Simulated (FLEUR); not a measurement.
Input of a FLEUR MaX-R8.1 (later development tree) run:

inp.xml

```xml
<?xml version="1.0" encoding="UTF-8" standalone="no"?>
<fleurInput fleurInputVersion="0.39">
   <comment>
      SnO2                                                                                                
   </comment>
   <calculationSetup>
      <cutoffs Kmax="4.62" Gmax="14.3" GmaxXC="14.3" numbands="0"/>
      <scfLoop itmax="80" minDistance="0.0001" maxIterBroyd="30" imix="Anderson" alpha="0.05" precondParam="0.0" spinf="2.0" sdNocoIR="T"/>
      <coreElectrons ctail="F" frcor="F" kcrel="0" coretail_lmax="0"/>
      <xcFunctional name="LibXC" relativisticCorrections="F">
         <LibXCName exchange="mgga_x_r2scan" correlation="mgga_c_r2scan"/>
         <AuxGGA exchange="117" correlation="130"/>
      </xcFunctional>
      <magnetism jspins="1"/>
      <soc l_soc="F" theta="0.0" phi="0.0" spav="F"/>
      <expertModes spex="0" secvar="F"/>
      <geometryOptimization l_f="F" forcealpha="1.0" forcemix="BFGS" epsdisp="0.00001" epsforce="0.00001"/>
      <ldaU l_linMix="F" mixParam="0.05" spinf="1.0"/>
   </calculationSetup>
   <cell>
      <bzIntegration valenceElectrons="34.0" mode="hist" fermiSmearingEnergy="0.00183747">
         <kPointListSelection listName="default-1"/>
         <!-- k-points included here -->
         <xi:include xmlns:xi="http://www.w3.org/2001/XInclude" href="kpts.xml"> </xi:include>
      </bzIntegration>
      <!-- symmetry operations included here -->
      <xi:include xmlns:xi="http://www.w3.org/2001/XInclude" href="sym.xml"> </xi:include>
      <bulkLattice scale="1.0">
         <bravaisMatrix>
            <row-1>    3.0558630301151921     1.7643033430976782     9.0718052195458192</row-1>
            <row-2>   -3.0558630301151921     1.7643033430976782     9.0718052195458192</row-2>
            <row-3>    0.0000000000000000    -3.5286066861953564     9.0718052195458192</row-3>
         </bravaisMatrix>
      </bulkLattice>
   </cell>
   <atomSpecies>
      <species name="Tin (Sn)" element="Sn" atomicNumber="50">
         <mtSphere radius="2.16" gridPoints="715" logIncrement="0.018"/>
         <atomicCutoffs lmax="9" lnonsphr="9"/>
         <electronConfig flipSpins="F">
            <coreConfig>(1s1/2) (2s1/2) (2p1/2) (2p3/2) (3s1/2) (3p1/2) (3p3/2) (3d3/2) (3d5/2)</coreConfig>
            <valenceConfig>(4s1/2) (4p1/2) (4p3/2) (5s1/2) (4d3/2) (4d5/2) (5p1/2) (5p3/2)</valenceConfig>
            <stateOccupation state="(5p1/2)" spinUp="0.333333" spinDown="0.333333"/>
            <stateOccupation state="(5p3/2)" spinUp="0.666667" spinDown="0.666667"/>
         </electronConfig>
         <energyParameters s="5" p="5" d="4" f="4"/>
         <lo type="SCLO" l="0" n="4" eDeriv="0"/>
         <lo type="SCLO" l="1" n="4" eDeriv="0"/>
         <lo type="SCLO" l="1" n="4" eDeriv="1"/>
         <lo type="SCLO" l="2" n="4" eDeriv="2"/>
         <lo type="SCLO" l="3" n="4" eDeriv="2"/>
      </species>
      <species name="Oxygen (O)" element="O" atomicNumber="8">
         <mtSphere radius="1.56" gridPoints="517" logIncrement="0.021"/>
         <atomicCutoffs lmax="8" lnonsphr="8"/>
         <electronConfig flipSpins="F">
            <coreConfig>(1s1/2)</coreConfig>
            <valenceConfig>(2s1/2) (2p1/2) (2p3/2)</valenceConfig>
            <stateOccupation state="(2p1/2)" spinUp="0.666667" spinDown="0.666667"/>
            <stateOccupation state="(2p3/2)" spinUp="1.333333" spinDown="1.333333"/>
         </electronConfig>
         <energyParameters s="2" p="2" d="3" f="4"/>
         <lo type="SCLO" l="0" n="2" eDeriv="2"/>
         <lo type="SCLO" l="1" n="2" eDeriv="2"/>
         <lo type="SCLO" l="2" n="3" eDeriv="2"/>
      </species>
   </atomSpecies>
   <atomGroups>
      <atomGroup species="Tin (Sn)">
         <relPos label="                   1">1.000/2.000 1.000/2.000 1.000/2.000</relPos>
         <force calculate="T" relaxXYZ="TTT"/>
      </atomGroup>
      <atomGroup species="Oxygen (O)">
         <relPos label="                   2">-.2371700000 -.2371700000 -.2371700000</relPos>
         <relPos label="                   3">.2371700000 .2371700000 .2371700000</relPos>
         <force calculate="T" relaxXYZ="TTT"/>
      </atomGroup>
   </atomGroups>
   <output dos="F" band="F" slice="F">
      <checks vchk="F" cdinf="F"/>
      <bandDOS minEnergy="-.5*Htr" maxEnergy="0.5*Htr" sigma="0.015" storeEVData="T"/>
      <vacuumDOS vacdos="F" integ="F" star="F" nstars="0" locx1="0.0" locy1="0.0" locx2="0.0" locy2="0.0" nstm="0" tworkf="0.0"/>
      <unfoldingBand unfoldBand="F" supercellX="1" supercellY="1" supercellZ="1"/>
      <plotting iplot="0" polar="F">
         <plot TwoD="T" vec1="  1.0  0.0  0.0" vec2="  0.0  1.0  0.0" vec3="  0.0  0.0  1.0" zero="  0.0  0.0  0.0" file="plot"/>
      </plotting>
      <chargeDensitySlicing numkpt="0" minEigenval="0.0" maxEigenval="0.0" nnne="0" pallst="F"/>
      <specialOutput eonly="F"/>
      <moessbauerParams electricFieldGradient="T" isomerShift="T" coreHyperfine="T" valenceHyperfine="T"/>
      <magneticCircularDichroism mcd="F" energyLo="-10.0" energyUp="0.0"/>
   </output>
  <!-- We include the file relax.xml here to enable relaxations (see documentation) -->
  <xi:include xmlns:xi="http://www.w3.org/2001/XInclude" href="relax.xml"> <xi:fallback/> </xi:include>
</fleurInput>
```

File crystal.txt:

```
SnO2
&input cartesian=F /
1.6170930752  0.9336291223  4.8005925840
-1.6170930752  0.9336291223  4.8005925840
0.0000000000  -1.8672582446  4.8005925840
1.8897261246
1.0 1.0 1.0

3
50 0.5000000000  0.5000000000  0.5000000000
8 0.7628300000  0.7628300000  0.7628300000
8 0.2371700000  0.2371700000  0.2371700000

&kpt div1=10 div2=10 div3=10 gamma=T /
```

Contents of inp.xml (bands):

```
<?xml version="1.0" encoding="UTF-8" standalone="no"?>
<fleurInput fleurInputVersion="0.39">
   <comment>
      SnO2                                                                                                
   </comment>
   <calculationSetup>
      <cutoffs Kmax="4.62" Gmax="14.3" GmaxXC="14.3" numbands="0"/>
      <scfLoop itmax="80" minDistance="0.0001" maxIterBroyd="30" imix="Anderson" alpha="0.05" precondParam="0.0" spinf="2.0" sdNocoIR="T"/>
      <coreElectrons ctail="F" frcor="F" kcrel="0" coretail_lmax="0"/>
      <xcFunctional name="LibXC" relativisticCorrections="F">
         <LibXCName exchange="mgga_x_r2scan" correlation="mgga_c_r2scan"/>
         <AuxGGA exchange="117" correlation="130"/>
      </xcFunctional>
      <magnetism jspins="1"/>
      <soc l_soc="F" theta="0.0" phi="0.0" spav="F"/>
      <expertModes spex="0" secvar="F"/>
      <geometryOptimization l_f="F" forcealpha="1.0" forcemix="BFGS" epsdisp="0.00001" epsforce="0.00001"/>
      <ldaU l_linMix="F" mixParam="0.05" spinf="1.0"/>
   </calculationSetup>
   <cell>
      <bzIntegration valenceElectrons="34.0" mode="hist" fermiSmearingEnergy="0.00183747">
         <kPointListSelection listName="path-1"/>
         <!-- k-points included here -->
         <xi:include xmlns:xi="http://www.w3.org/2001/XInclude" href="kpts.xml"> </xi:include>
      </bzIntegration>
      <!-- symmetry operations included here -->
      <xi:include xmlns:xi="http://www.w3.org/2001/XInclude" href="sym.xml"> </xi:include>
      <bulkLattice scale="1.0">
         <bravaisMatrix>
            <row-1>    3.0558630301151921     1.7643033430976782     9.0718052195458192</row-1>
            <row-2>   -3.0558630301151921     1.7643033430976782     9.0718052195458192</row-2>
            <row-3>    0.0000000000000000    -3.5286066861953564     9.0718052195458192</row-3>
         </bravaisMatrix>
      </bulkLattice>
   </cell>
   <atomSpecies>
      <species name="Tin (Sn)" element="Sn" atomicNumber="50">
         <mtSphere radius="2.16" gridPoints="715" logIncrement="0.018"/>
         <atomicCutoffs lmax="9" lnonsphr="9"/>
         <electronConfig flipSpins="F">
            <coreConfig>(1s1/2) (2s1/2) (2p1/2) (2p3/2) (3s1/2) (3p1/2) (3p3/2) (3d3/2) (3d5/2)</coreConfig>
            <valenceConfig>(4s1/2) (4p1/2) (4p3/2) (5s1/2) (4d3/2) (4d5/2) (5p1/2) (5p3/2)</valenceConfig>
            <stateOccupation state="(5p1/2)" spinUp="0.333333" spinDown="0.333333"/>
            <stateOccupation state="(5p3/2)" spinUp="0.666667" spinDown="0.666667"/>
         </electronConfig>
         <energyParameters s="5" p="5" d="4" f="4"/>
         <lo type="SCLO" l="0" n="4" eDeriv="0"/>
         <lo type="SCLO" l="1" n="4" eDeriv="0"/>
         <lo type="SCLO" l="1" n="4" eDeriv="1"/>
         <lo type="SCLO" l="2" n="4" eDeriv="2"/>
         <lo type="SCLO" l="3" n="4" eDeriv="2"/>
      </species>
      <species name="Oxygen (O)" element="O" atomicNumber="8">
         <mtSphere radius="1.56" gridPoints="517" logIncrement="0.021"/>
         <atomicCutoffs lmax="8" lnonsphr="8"/>
         <electronConfig flipSpins="F">
            <coreConfig>(1s1/2)</coreConfig>
            <valenceConfig>(2s1/2) (2p1/2) (2p3/2)</valenceConfig>
            <stateOccupation state="(2p1/2)" spinUp="0.666667" spinDown="0.666667"/>
            <stateOccupation state="(2p3/2)" spinUp="1.333333" spinDown="1.333333"/>
         </electronConfig>
         <energyParameters s="2" p="2" d="3" f="4"/>
         <lo type="SCLO" l="0" n="2" eDeriv="2"/>
         <lo type="SCLO" l="1" n="2" eDeriv="2"/>
         <lo type="SCLO" l="2" n="3" eDeriv="2"/>
      </species>
   </atomSpecies>
   <atomGroups>
      <atomGroup species="Tin (Sn)">
         <relPos label="                   1">1.000/2.000 1.000/2.000 1.000/2.000</relPos>
         <force calculate="T" relaxXYZ="TTT"/>
      </atomGroup>
      <atomGroup species="Oxygen (O)">
         <relPos label="                   2">-.2371700000 -.2371700000 -.2371700000</relPos>
         <relPos label="                   3">.2371700000 .2371700000 .2371700000</relPos>
         <force calculate="T" relaxXYZ="TTT"/>
      </atomGroup>
   </atomGroups>
   <output dos="F" band="T" slice="F">
      <checks vchk="F" cdinf="F"/>
      <bandDOS minEnergy="-.5*Htr" maxEnergy="0.5*Htr" sigma="0.015" storeEVData="T"/>
      <vacuumDOS vacdos="F" integ="F" star="F" nstars="0" locx1="0.0" locy1="0.0" locx2="0.0" locy2="0.0" nstm="0" tworkf="0.0"/>
      <unfoldingBand unfoldBand="F" supercellX="1" supercellY="1" supercellZ="1"/>
      <plotting iplot="0" polar="F">
         <plot TwoD="T" vec1="  1.0  0.0  0.0" vec2="  0.0  1.0  0.0" vec3="  0.0  0.0  1.0" zero="  0.0  0.0  0.0" file="plot"/>
      </plotting>
      <chargeDensitySlicing numkpt="0" minEigenval="0.0" maxEigenval="0.0" nnne="0" pallst="F"/>
      <specialOutput eonly="F"/>
      <moessbauerParams electricFieldGradient="T" isomerShift="T" coreHyperfine="T" valenceHyperfine="T"/>
      <magneticCircularDichroism mcd="F" energyLo="-10.0" energyUp="0.0"/>
   </output>
  <!-- We include the file relax.xml here to enable relaxations (see documentation) -->
  <xi:include xmlns:xi="http://www.w3.org/2001/XInclude" href="relax.xml"> <xi:fallback/> </xi:include>
</fleurInput>
```

Potentials or basis: all-electron, FLAPW.

The run is started by

```console
$ inpgen -f crystal.txt -profile fastHighL
$ # inp.xml edited to the form shown
$ fleur_MPI
$ fleur_MPI   # second run, on inp.xml (bands)
```

(1) Estimate the band gap along the path.

(2) Estimate the band gap on the k mesh.

## Answers

(1) 2.44 eV, indirect (least direct gap 2.56 eV).

(2) 2.44 eV, indirect (least direct gap 2.56 eV).

Caveat: the meta-GGA is that of a development version, with a GGA for the radial functions and cores and without core tails; spin-orbit coupling is left out, which moves the levels of the heavy elements.
